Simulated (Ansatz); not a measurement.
# Chromium, diamond: HSE06 after PBE

Aim: see what exact exchange does to the levels and moments, and what it costs. The cell comes from an earlier PBE relaxation. Exact exchange is dear, so the k-mesh is coarse, and PBE is run on the same mesh for comparison.

Method: DFT, plane waves (420 eV) with PBE-made PAW files, scalar-relativistic; functionals as named at each step, in Ansatz 0.2.0.

## 1. Starting point

The structure is cubic, space group Fd-3m (No. 227). The conventional cell has a = 5.397 Å, b = 5.397 Å, c = 5.397 Å, α = 90.00°, β = 90.00°, γ = 90.00°. Around Cr (site symmetry -43m) lie 4 Cr at 2.34 Å.

As a file:

```cif
data_structure
_symmetry_space_group_name_H-M 'P 1'
_symmetry_Int_Tables_number 1
_cell_length_a 3.8163
_cell_length_b 3.8163
_cell_length_c 3.8163
_cell_angle_alpha 60.000
_cell_angle_beta 60.000
_cell_angle_gamma 60.000
_cell_volume 39.30
loop_
_atom_site_label
_atom_site_type_symbol
_atom_site_fract_x
_atom_site_fract_y
_atom_site_fract_z
_atom_site_occupancy
Cr1 Cr 0.12500 0.12500 0.12500 1
Cr2 Cr 0.87500 0.87500 0.87500 1
```

The atoms start with moments of +2.6, -2.6 μB.

## 2. PBE, coarse mesh

The run with PBE.

input.yaml reads:

```yaml
crystal:
  lattice:
    - [0.0, 2.6985143257, 2.6985143257]
    - [2.6985143257, 0.0, 2.6985143257]
    - [2.6985143257, 2.6985143257, 0.0]
  atoms:
    - { symbol: Cr, position: [0.125, 0.125, 0.125], spin: 2.598 }
    - { symbol: Cr, position: [0.875, 0.875, 0.875], spin: -2.598 }
hamiltonian:
  xc: pbe
  pseudopotentials:
    kind: paw
    azcp:
      Cr: "pseudopotentials/Cr.paw.azcp"
basis:
  ecutwfc: 420
  fft_grid_basis: typed
kpoints:
  mp_grid: { grid: [5, 5, 5], shift: [0, 0, 0] }
magnetization:
  spin_polarized: true
scf:
  occupations: { method: fermi_dirac, width: 0.1 }
output:
  write_density: true
  write_potential: true
  elf: true
  volumetric_format: npy
```

Run with:

```
ansatz run input.yaml --threads 4 --pin off --max-ram 8192MiB --backend cpu --events-out ev --progress --plain --runs-dir out
```

## 3. HSE06 on the coarse mesh

The run with HSE06.

Changes to input.yaml since step 2:

```diff
@@ -9,3 +9,3 @@
 hamiltonian:
-  xc: pbe
+  xc: hse06
   pseudopotentials:
@@ -23,6 +23 @@
   occupations: { method: fermi_dirac, width: 0.1 }
-output:
-  write_density: true
-  write_potential: true
-  elf: true
-  volumetric_format: npy
```

(Steps that only read results are left out.)

Q: Predict the outcome of this session. Wanted: PBE: gap; PBE: magnetic state; HSE06: gap; HSE06: magnetic state.

**Answer**, as computed:

```
                         quantity                                      value
                         PBE: gap               none (levels filled in part)
              PBE: magnetic state  antiferromagnetic, up to 2.57 μB per atom
                       HSE06: gap               none (levels filled in part)
            HSE06: magnetic state  antiferromagnetic, up to 3.42 μB per atom
HSE06: SCF cycles, exchange loops                                      34, 3
 HSE06: CPU time over that of PBE                                        3.3
```

Neither PBE nor HSE06 shows a clean gap on this mesh. Moments change from 2.57 μB to 3.42 μB at most; exact exchange favours larger moments in itinerant magnets. HSE06 cost 3.3 times the CPU time of PBE. HSE06 needed 3 outer loops of the exchange operator. The total energies in the logs cannot be compared from one functional to another.
